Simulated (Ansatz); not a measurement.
# Bi2Te3: the cost of one run

Program: Ansatz 0.2.0. Level of theory: DFT PBE, scalar-relativistic, plane waves, PAW. These are calculated values, not measurements.

6 further runs of the same task are left out: 1 that didn't finish, 5 set aside as unsound or not needed.

## (1) The system as given

The cell holds 20 atoms (Bi7ErTe12): a = 8.898 Å, b = 8.898 Å, c = 11.844 Å, α = 67.94°, β = 67.94°, γ = 60.00°.

Structure file:

```
Er Bi Te
1.0
     4.44887   -7.70566    0.00000
    -4.44887   -7.70566    0.00000
     0.00000   -5.13711  -10.67240
Er Bi Te
1 7 12
Cartesian
  -0.0249 -2.5829 -2.0752
  2.2244 -6.4214 -2.0535
  -2.2244 -6.4214 -2.0535
  0.0000 -10.2742 -2.0535
  0.0000 -17.9799 -8.6189
  -2.2244 -14.1271 -8.6189
  2.2244 -14.1271 -8.6189
  0.0000 -10.2742 -8.6189
  0.0000 -7.7057 -6.9004
  2.2244 -11.5585 -6.9004
  -2.2244 -11.5585 -6.9004
  0.0000 -15.4113 -6.9004
  -0.0435 0.0090 0.0148
  2.2365 -3.8771 -0.0016
  -2.2403 -3.8291 0.0350
  0.0000 -7.7057 0.0000
  0.0000 -12.8428 -3.7720
  -2.2456 -9.0243 -3.7831
  2.1799 -8.9743 -3.8227
  0.0508 -5.1234 -3.7497
```

The host was relaxed before at PBE: a = 4.449 Å, b = 4.449 Å, c = 32.017 Å, α = 90.00°, β = 90.00°, γ = 120.00° (conventional cell), 36.587 Å³/atom.

Places, in fractions of the supercell: Er in place of Bi at (0.103, 0.103, 0.192). Its neighbours start displaced at random by about 0.03 Å.

## (2) Band edges of the host over the zone

Input file input.yaml:

```yaml
crystal:
  lattice:
    - [2.224433751, 1.2842774249, 10.6723971005]
    - [-2.224433751, 1.2842774249, 10.6723971005]
    - [0.0, -2.5685548498, 10.6723971005]
  atoms:
    - { symbol: Bi, position: [0.6025280982, 0.6025280982, 0.6025280982] }
    - { symbol: Bi, position: [0.3974719018, 0.3974719018, 0.3974719018] }
    - { symbol: Te, position: [0.7844770491, 0.7844770491, 0.7844770491] }
    - { symbol: Te, position: [0.0, 0.0, 0.0] }
    - { symbol: Te, position: [0.2155229509, 0.2155229509, 0.2155229509] }
basis:
  ecutwfc: 420
  xc_grid: 2
kpoints:
  mp_grid: { grid: [9, 9, 9] }
  band_path: { path: [VBM, CBM], npoints: 2 }
hamiltonian:
  xc: pbe
scf:
  occupations: { method: gaussian, width: 0.02 }
output:
  forces: true
  stress: true
  eigenvalues: true
```

On the command line:

```sh
> ansatz run input.yaml --threads 8 --pin off --max-ram 14336MiB --backend cpu --events-out ev --progress --plain --runs-dir out
```

What time and memory should one allow on 8 threads of Arm Neoverse V1, shared host?

About 12 s, with a peak of 1 GiB.
